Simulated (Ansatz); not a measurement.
# C: the cost of one run

Computed with Ansatz 0.2.0 (DFT PBE, scalar-relativistic, plane waves, PAW, unless a step's input says otherwise).

### 1 Starting point

The structure is trigonal, space group R-3m (No. 166). Conventional cell: a = 2.456 Å, b = 2.456 Å, c = 10.041 Å, α = 90.00°, β = 90.00°, γ = 120.00°. Around C (site symmetry 3m) lie 3 C at 1.42 Å.

As a file:

```xyz
64
Lattice="-4.9121 -2.8360 6.6940 4.9121 -2.8360 6.6940 0.0000 5.6720 6.6940" Properties=species:S:1:pos:R:3 pbc="T T T"
C    -3.6841   -2.1270    8.3943
C    -1.2280   -0.7090    5.0473
C    -1.2280   -2.1270    8.3943
C    -1.2280   -3.5450   11.7413
C    -2.4561    0.0000    8.3943
C    -2.4561   -1.4180   11.7413
C    -3.6841    0.7090   11.7413
C     1.2280   -0.7090    5.0473
C     1.2280   -2.1270    8.3943
C     1.2280   -3.5450   11.7413
C     0.0000    1.4180    5.0473
C     0.0000    0.0000    8.3943
C     0.0000   -1.4180   11.7413
C     0.0000   -2.8360   15.0883
C    -1.2280    2.1270    8.3943
C    -1.2280    0.7090   11.7413
C    -1.2280   -0.7090   15.0883
C    -2.4561    2.8360   11.7413
C    -2.4561    1.4180   15.0883
C     3.6841   -2.1270    8.3943
C     2.4561    0.0000    8.3943
C     2.4561   -1.4180   11.7413
C     1.2280    2.1270    8.3943
C     1.2280    0.7090   11.7413
C     1.2280   -0.7090   15.0883
C     0.0000    4.2540    8.3943
C     0.0000    2.8360   11.7413
C     0.0000    1.4180   15.0883
C     0.0000    0.0000   18.4353
C     3.6841    0.7090   11.7413
C     2.4561    2.8360   11.7413
C     2.4561    1.4180   15.0883
C    -2.4561   -1.4180    4.9937
C    -2.4561   -2.8360    8.3408
C    -3.6841   -0.7090    8.3408
C     0.0000    0.0000    1.6467
C     0.0000   -1.4180    4.9937
C     0.0000   -2.8360    8.3408
C     0.0000   -4.2540   11.6878
C    -1.2280    0.7090    4.9937
C    -1.2280   -0.7090    8.3408
C    -1.2280   -2.1270   11.6878
C    -2.4561    1.4180    8.3408
C    -2.4561    0.0000   11.6878
C    -3.6841    2.1270   11.6878
C     2.4561   -1.4180    4.9937
C     2.4561   -2.8360    8.3408
C     1.2280    0.7090    4.9937
C     1.2280   -0.7090    8.3408
C     1.2280   -2.1270   11.6878
C     0.0000    2.8360    4.9937
C     0.0000    1.4180    8.3408
C     0.0000    0.0000   11.6878
C     0.0000   -1.4180   15.0348
C    -1.2280    3.5450    8.3408
C    -1.2280    2.1270   11.6878
C    -1.2280    0.7090   15.0348
C     3.6841   -0.7090    8.3408
C     2.4561    1.4180    8.3408
C     2.4561    0.0000   11.6878
C     1.2280    3.5450    8.3408
C     1.2280    2.1270   11.6878
C     1.2280    0.7090   15.0348
C     3.6841    2.1270   11.6878
```

The runs take a perfect supercell of 64 atoms; the defect goes to fractional position (0.918, 0.168, 0.168).

### 2 The perfect supercell

File input.yaml:

```yaml
crystal:
  lattice:
    - [-4.912115, -2.836011, 6.694023]
    - [4.912115, -2.836011, 6.694023]
    - [0.0, 5.672022, 6.694023]
  atoms:
    - { symbol: C, position: [0.918, 0.168, 0.168] }
    - { symbol: C, position: [0.418, 0.168, 0.168] }
    - { symbol: C, position: [0.668, 0.418, 0.168] }
    - { symbol: C, position: [0.918, 0.668, 0.168] }
    - { symbol: C, position: [0.668, 0.168, 0.418] }
    - { symbol: C, position: [0.918, 0.418, 0.418] }
    - { symbol: C, position: [0.918, 0.168, 0.668] }
    - { symbol: C, position: [0.168, 0.418, 0.168] }
    - { symbol: C, position: [0.418, 0.668, 0.168] }
    - { symbol: C, position: [0.668, 0.918, 0.168] }
    - { symbol: C, position: [0.168, 0.168, 0.418] }
    - { symbol: C, position: [0.418, 0.418, 0.418] }
    - { symbol: C, position: [0.668, 0.668, 0.418] }
    - { symbol: C, position: [0.918, 0.918, 0.418] }
    - { symbol: C, position: [0.418, 0.168, 0.668] }
    - { symbol: C, position: [0.668, 0.418, 0.668] }
    - { symbol: C, position: [0.918, 0.668, 0.668] }
    - { symbol: C, position: [0.668, 0.168, 0.918] }
    - { symbol: C, position: [0.918, 0.418, 0.918] }
    - { symbol: C, position: [0.168, 0.918, 0.168] }
    - { symbol: C, position: [0.168, 0.668, 0.418] }
    - { symbol: C, position: [0.418, 0.918, 0.418] }
    - { symbol: C, position: [0.168, 0.418, 0.668] }
    - { symbol: C, position: [0.418, 0.668, 0.668] }
    - { symbol: C, position: [0.668, 0.918, 0.668] }
    - { symbol: C, position: [0.168, 0.168, 0.918] }
    - { symbol: C, position: [0.418, 0.418, 0.918] }
    - { symbol: C, position: [0.668, 0.668, 0.918] }
    - { symbol: C, position: [0.918, 0.918, 0.918] }
    - { symbol: C, position: [0.168, 0.918, 0.668] }
    - { symbol: C, position: [0.168, 0.668, 0.918] }
    - { symbol: C, position: [0.418, 0.918, 0.918] }
    - { symbol: C, position: [0.582, 0.082, 0.082] }
    - { symbol: C, position: [0.832, 0.332, 0.082] }
    - { symbol: C, position: [0.832, 0.082, 0.332] }
    - { symbol: C, position: [0.082, 0.082, 0.082] }
    - { symbol: C, position: [0.332, 0.332, 0.082] }
    - { symbol: C, position: [0.582, 0.582, 0.082] }
    - { symbol: C, position: [0.832, 0.832, 0.082] }
    - { symbol: C, position: [0.332, 0.082, 0.332] }
    - { symbol: C, position: [0.582, 0.332, 0.332] }
    - { symbol: C, position: [0.832, 0.582, 0.332] }
    - { symbol: C, position: [0.582, 0.082, 0.582] }
    - { symbol: C, position: [0.832, 0.332, 0.582] }
    - { symbol: C, position: [0.832, 0.082, 0.832] }
    - { symbol: C, position: [0.082, 0.582, 0.082] }
    - { symbol: C, position: [0.332, 0.832, 0.082] }
    - { symbol: C, position: [0.082, 0.332, 0.332] }
    - { symbol: C, position: [0.332, 0.582, 0.332] }
    - { symbol: C, position: [0.582, 0.832, 0.332] }
    - { symbol: C, position: [0.082, 0.082, 0.582] }
    - { symbol: C, position: [0.332, 0.332, 0.582] }
    - { symbol: C, position: [0.582, 0.582, 0.582] }
    - { symbol: C, position: [0.832, 0.832, 0.582] }
    - { symbol: C, position: [0.332, 0.082, 0.832] }
    - { symbol: C, position: [0.582, 0.332, 0.832] }
    - { symbol: C, position: [0.832, 0.582, 0.832] }
    - { symbol: C, position: [0.082, 0.832, 0.332] }
    - { symbol: C, position: [0.082, 0.582, 0.582] }
    - { symbol: C, position: [0.332, 0.832, 0.582] }
    - { symbol: C, position: [0.082, 0.332, 0.832] }
    - { symbol: C, position: [0.332, 0.582, 0.832] }
    - { symbol: C, position: [0.582, 0.832, 0.832] }
    - { symbol: C, position: [0.082, 0.832, 0.832] }
basis:
  ecutwfc: 420
  fft_grid_basis: typed
kpoints:
  mp_grid: { grid: [3, 3, 3] }
hamiltonian:
  xc: pbe
  pseudopotentials: { kind: paw }
scf:
  occupations: { method: gaussian, width: 0.05 }
output:
  forces: true
  stress: false
  eigenvalues: true
  bader: false
  write_density: true
  volumetric_format: npy
```

On the command line:

```sh
ansatz run input.yaml --threads 4 --pin off --max-ram 10240MiB --backend cpu --events-out ev --progress --plain --runs-dir out
```

What time and memory should one allow on 4 threads of Arm Neoverse N1, shared host?

About 29 s, with a peak of 2.7 GiB.
